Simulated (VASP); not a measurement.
# WC (P-6m2) in VASP: single point with r2SCAN

Aim: the single point of WC with r2SCAN.

Everything below comes from runs of VASP 6.6.1. Logs are shortened: lines on timing, memory, paths and dates and some standing lists are left out, and cuts for length are marked.

## (1) The crystal as given

It takes space group P-6m2 (No. 187, hexagonal). Conventional cell: a = 2.901 Å, b = 2.901 Å, c = 2.829 Å, α = 90.00°, β = 90.00°, γ = 120.00°. Around W (site symmetry -6m2) lie 6 C at 2.19 Å. Around C (site symmetry -6m2) lie 6 W at 2.19 Å.

## (2) Single point, r2SCAN

POSCAR

```
WC
1.0
    2.9005014360      0.0000000000      0.0000000000
   -1.4502507180      2.5119079273      0.0000000000
    0.0000000000      0.0000000000      2.8290000000
W C
1 1
Direct
    0.0000000000      0.0000000000      0.0000000000
    0.6666666667      0.3333333333      0.5000000000
```

INCAR.step1

```
PREC = Accurate ; ENCUT = 520
ISMEAR = 0 ; SIGMA = 0.1
LREAL = F ; LASPH = T
NELM = 100 ; NBANDS = 16
GGA = PE ; ALGO = Normal
EDIFF = 1E-4 ; LWAVE = T
LCHARG = F
```

INCAR.step2

```
PREC = Accurate ; ENCUT = 520
EDIFF = 1E-6 ; ISMEAR = 0
SIGMA = 0.1 ; LREAL = F
LASPH = T ; NELM = 100
ALGO = Normal ; ISIF = 2
LWAVE = F ; LCHARG = T
METAGGA = R2SCAN ; LMIXTAU = T
LELF = T ; LVHAR = T
NBANDS = 16 ; ISTART = 1
```

KPOINTS

```
regular mesh
0
Gamma
  9 9 6
```

Potentials or basis: VASP PAW PBE potentials, release 64 (W_sv, C).

Command:

```bash
$ cat potpaw_PBE.64/W_sv/POTCAR potpaw_PBE.64/C/POTCAR > POTCAR
$ cp INCAR.step1 INCAR
$ mpirun -np 1 vasp_std > vasp.out
$ cp INCAR.step2 INCAR
$ mpirun -np 1 vasp_std > vasp.out
```

OUTCAR:

```text
PREC = Accurate
   ENCUT = 520
   EDIFF = 1E-6
   ISMEAR = 0
   LREAL = F
   LASPH = T
   NELM = 100
   ISIF = 2
   METAGGA = R2SCAN
   ISTART = 1

 ion  position               nearest neighbor table
   1  0.000  0.000  0.000-   2 2.19   2 2.19   2 2.19   2 2.19   2 2.19   2 2.19
   2  0.667  0.333  0.500-   1 2.19   1 2.19   1 2.19   1 2.19   1 2.19   1 2.19

  LATTYP: Found a hexagonal cell.
 ALAT       =     2.9005014360
 C/A-ratio  =     0.9753485949

  Lattice vectors:

 A1 = (   2.9005014360,   0.0000000000,   0.0000000000)
 A2 = (  -1.4502507180,   2.5119079273,   0.0000000000)
 A3 = (   0.0000000000,   0.0000000000,   2.8290000000)

Analysis of symmetry for initial positions (statically):
=====================================================================
 Subroutine PRICEL returns:
 Original cell was already a primitive cell.

 Routine SETGRP: Setting up the symmetry group for a
 hexagonal supercell.

 Subroutine GETGRP returns: Found 12 space group operations
 (whereof 12 operations were pure point group operations)
 out of a pool of 24 trial point group operations.

The static configuration has the point symmetry D_3h.

Analysis of symmetry for dynamics (positions and initial velocities):
=====================================================================
 Subroutine PRICEL returns:
 Original cell was already a primitive cell.

 Routine SETGRP: Setting up the symmetry group for a
 hexagonal supercell.

 Subroutine GETGRP returns: Found 12 space group operations
 (whereof 12 operations were pure point group operations)
 out of a pool of 24 trial point group operations.

The dynamic configuration has the point symmetry D_3h.

 Subroutine INISYM returns: Found 12 space group operations
 (whereof 12 operations are pure point group operations),
 and found     1 'primitive' translations

----------------------------------------------------------------------------------------

                                     Primitive cell

  volume of cell :      20.6115

  direct lattice vectors                    reciprocal lattice vectors
     2.900501436  0.000000000  0.000000000     0.344767973  0.199051882  0.000000000
    -1.450250718  2.511907927  0.000000000     0.000000000  0.398103764  0.000000000
     0.000000000  0.000000000  2.829000000     0.000000000  0.000000000  0.353481796

  length of vectors
     2.900501436  2.900501436  2.829000000     0.398103764  0.398103764  0.353481796

  position of ions in fractional coordinates (direct lattice)
     0.000000000  0.000000000  0.000000000
     0.666666667  0.333333333  0.500000000

  ion indices of the primitive-cell ions
   primitive index   ion index
                 1           1
                 2           2

----------------------------------------------------------------------------------------

 KPOINTS: regular mesh

Automatic generation of k-mesh.
 Grid dimensions read from file:
 generate k-points for:    9    9    6

 Generating k-lattice:

  Cartesian coordinates                     Fractional coordinates (reciprocal lattice)
     0.038307553  0.022116876  0.000000000     0.111111111  0.000000000  0.000000000
     0.000000000  0.044233752  0.000000000     0.000000000  0.111111111  0.000000000
     0.000000000  0.000000000  0.058913633     0.000000000  0.000000000  0.166666667

  Length of vectors
     0.044233752  0.044233752  0.058913633

  Shift w.r.t. Gamma in fractional coordinates (k-lattice)
     0.000000000  0.000000000  0.000000000

 Subroutine IBZKPT returns following result:
 ===========================================

 Found     48 irreducible k-points:

 Following reciprocal coordinates:
            Coordinates               Weight
  0.000000  0.000000  0.000000      1.000000
  0.111111  0.000000  0.000000      6.000000
  0.222222 -0.000000  0.000000      6.000000
  0.333333  0.000000  0.000000      6.000000
  0.444444 -0.000000  0.000000      6.000000
  0.111111  0.111111  0.000000      6.000000
[... 16 lines left out ...]
  0.333333  0.222222  0.166667     24.000000
  0.333333  0.333333  0.166667      4.000000
 [... further k-points ...]
   k-points           NKPTS =     48   k-points in BZ     NKDIM =     48   number of bands    NBANDS=     16
   number of dos      NEDOS =    301   number of ions     NIONS =      2
   total plane-waves  NPLWV =  13824
   dimension x,y,z NGX =    24 NGY =   24 NGZ =   24
   dimension x,y,z NGXF=    48 NGYF=   48 NGZF=   48
   ions per type =               1   1
   NGX,Y,Z   is equivalent  to a cutoff of  13.76, 13.76, 14.10 a.u.
   NGXF,Y,Z  is equivalent  to a cutoff of  27.51, 27.51, 28.21 a.u.
 SYSTEM =  unknown system
   PREC   = accura    normal or accurate (medium, high low for compatibility)
   ISTART =      1    job   : 0-new  1-cont  2-samecut
   ICHARG =      0    charge: 1-file 2-atom 10-const
   ISPIN  =      1    spin polarized calculation?
   LNONCOLLINEAR =      F non collinear calculations
   LSORBIT =      F    spin-orbit coupling
   LASPH  =      T    aspherical Exc in radial PAW
   ENCUT  =  520.0 eV  38.22 Ry    6.18 a.u.   5.39  5.39  5.26*2*pi/ulx,y,z
   NELM   =    100;   NELMIN=  2; NELMDL=  0     # of ELM steps
   EDIFF  = 0.1E-05   stopping-criterion for ELM
   LREAL  =      F    real-space projection
   EDIFFG = 0.1E-04   stopping-criterion for IOM
   NSW    =      0    number of steps for IOM
   IBRION =     -1    ionic relax: 0-MD 1-quasi-New 2-CG
   NFREE  =      0    steps in history (QN), initial steepest desc. (CG)
   ISIF   =      2    stress and relaxation
   ISYM   =      2    0-nonsym 1-usesym 2-fastsym
   POTIM  = 0.5000    time-step for ionic-motion
   TEBEG  =    0.0;   TEEND  =   0.0 temperature during run
   PSTRESS=    0.0 pullay stress
   NELECT =      18.0000    total number of electrons
   NUPDOWN=      -1.0000    fix difference up-down
   EMIN   =  10.00;   EMAX   =-10.00  energy-range for DOS
   EFERMI =   0.00;   METHOD = LEGACY
   ISMEAR =     0;   SIGMA  =   0.10  broadening in eV -4-tet -1-fermi 0-gaus
   EFERMI_NEDOS =   21; number of points for ismear=-14 and -15
   IALGO  =     38    algorithm
   IMIX   =      4    mixing-type and parameters
     AMIX     =   0.40;   BMIX     =  1.00
     AMIX_MAG =   1.60;   BMIX_MAG =  1.00
  volume/ion in A,a.u.               =      10.31        69.55
  Fermi-wavevector in a.u.,A,eV,Ry     =   1.564813  2.957068 33.315762  2.448639
  Thomas-Fermi vector in A             =   2.667381
   LORBIT       =      0    0 simple, 1 ext, 2 COOP (PROOUT), +10 PAW based schemes
   METAGGA = R2SCAN    functional components
   LHFCALC =     F    Hartree Fock is set to
   AEXX    =    0.0000 exact exchange contribution
   IVDW    =     0    specifies the selected vdW correction
   LEPSILON=     F    determine dielectric tensor
   LRPA    =     F    only Hartree local field effects (RPA)
 non-spin polarized calculation
 Gauss-broadening in eV      SIGMA  =   0.10
  energy-cutoff  :      520.00
  volume of cell :       20.61
 maximum number of plane-waves:       580
 NGX is ok and might be reduce to    24
   NGX = 11   NGY = 11   NGZ = 11

 number of electron      18.0000001 magnetization

 Free energy of the ion-electron system (eV)
  ---------------------------------------------------
  ext. energy  EPLUGINS =         0.00000000
  ---------------------------------------------------
  free energy    TOTEN  =       -61.60035797 eV

  energy without entropy =      -61.59742620  energy(sigma->0) =      -61.59889208

 E-fermi :  11.0933     XC(G=0): -15.0151

 val. band max:       11.0756958844   @ k =   0.3333   0.2222   0.0000
 cond. band min:      11.1619340158   @ k =   0.1111   0.0000   0.3333
 fundamental gap:      0.0862381314
 Fermi energy:        11.0933325776

 k-point     1 :       0.0000    0.0000    0.0000
  band No.  band energies     occupation
      1     -64.8720      2.00000
      2     -28.1841      2.00000
      3     -28.0651      2.00000
      4     -28.0651      2.00000
      5      -4.2383      2.00000
      6       6.5240      2.00000
[... 8 lines left out ...]
     15      26.3931      0.00000
     16      28.7079      0.00000

 k-point     2 :       0.1111    0.0000    0.0000
  band No.  band energies     occupation
      1     -64.8641      2.00000
      2     -28.1741      2.00000
      3     -28.1700      2.00000
      4     -28.0896      2.00000
      5      -3.9060      2.00000
      6       6.5406      2.00000
[... 8 lines left out ...]
     15      25.8410      0.00000
     16      29.4213      0.00000

 k-point     3 :       0.2222   -0.0000    0.0000
  band No.  band energies     occupation
      1     -64.8441      2.00000
      2     -28.4430      2.00000
      3     -28.1512      2.00000
      4     -28.1342      2.00000
      5      -3.0141      2.00000
      6       5.5633      2.00000
[... 8 lines left out ...]
     15      25.8243      0.00000
     16      30.4790      0.00000

 k-point     4 :       0.3333    0.0000    0.0000
  band No.  band energies     occupation
      1     -64.8214      2.00000
      2     -28.7371      2.00000
      3     -28.2203      2.00000
      4     -28.0932      2.00000
      5      -1.8578      2.00000
      6       4.4668      2.00000
[... 8 lines left out ...]
     15      27.0346      0.00000
     16      28.7164      0.00000
[... 324 lines left out ...]
 k-point    22 :       0.2222    0.2222    0.1667
  band No.  band energies     occupation
      1     -64.7999      2.00000
      2     -28.7228      2.00000
      3     -28.3478      2.00000
      4     -28.2687      2.00000
      5      -1.0176      2.00000
      6       4.8217      2.00000
[... 8 lines left out ...]
     15      25.9016      0.00000
     16      28.6562      0.00000

 k-point    23 :       0.3333    0.2222    0.1667
  band No.  band energies     occupation
      1     -64.7886      2.00000
      2     -28.7872      2.00000
      3     -28.4618      2.00000
      4     -28.2451      2.00000
      5      -0.4124      2.00000
      6       4.5258      2.00000
[... 8 lines left out ...]
     15      25.6931      0.00000
     16      28.9300      0.00000

 k-point    24 :       0.3333    0.3333    0.1667
  band No.  band energies     occupation
      1     -64.7846      2.00000
      2     -28.6850      2.00000
      3     -28.6289      2.00000
      4     -28.2369      2.00000
      5      -0.1838      2.00000
      6       5.2426      2.00000
[... 8 lines left out ...]
     15      26.6835      0.00000
     16      28.1337      0.00000

 [... further k-points ...]

------------------------ aborting loop because EDIFF is reached ----------------------------------------

  FORCE on cell =-STRESS in cart. coord.  units (eV):
  Direction    XX          YY          ZZ          XY          YZ          ZX
  --------------------------------------------------------------------------------------
  -------------------------------------------------------------------------------------
  Total        0.9032275      0.9032275      0.7093060      0.0000000     -0.0000000      0.0000000
  in kB       70.2098371     70.2098371     55.1359031      0.0000000     -0.0000000      0.0000000
  external PRESSURE =      65.1851924 kB  Pullay stress =       0.0000000 kB

 VOLUME and BASIS-vectors are now :
 -----------------------------------------------------------------------------
  energy-cutoff  :      520.00
  volume of cell :       20.61
      direct lattice vectors                 reciprocal lattice vectors
     2.900501436  0.000000000  0.000000000     0.344767973  0.199051882  0.000000000
    -1.450250718  2.511907927  0.000000000     0.000000000  0.398103764  0.000000000
     0.000000000  0.000000000  2.829000000     0.000000000  0.000000000  0.353481796

 POSITION                                       TOTAL-FORCE (eV/Angst)
 -----------------------------------------------------------------------------------
      0.00000      0.00000      0.00000         0.000000      0.000000      0.000000
      1.45025      0.83730      1.41450        -0.000000     -0.000000      0.000000
 -----------------------------------------------------------------------------------
    total drift:                               -0.000000      0.000000      0.000000

  FREE ENERGIE OF THE ION-ELECTRON SYSTEM (eV)
  ---------------------------------------------------
  free  energy   TOTEN  =       -61.6003579731 eV

  energy  without entropy=      -61.5974261952  energy(sigma->0) =      -61.59889208
```

Run time: 18 s. Hardware: 1 thread of Intel Xeon 6975P-C (Granite Rapids), shared host; peak memory 0.15 GiB.

Results:

```yaml
Free_energy: -61.6004 eV
Pressure: 6.5 GPa
Band_gap_on_the_k_mesh: none (metal or under the smearing width)
```

Stress tensor (GPa, compression positive):
```
7.02 0.00 0.00
0.00 7.02 0.00
0.00 0.00 5.51
```

Caveat: the k mesh is coarse (spacing up to 0.37 Å⁻¹), so the values aren't converged; the PAW data sets were made with another functional, which shifts forces and pressure a little. The run has no spin-orbit coupling, so splittings on W are missing.
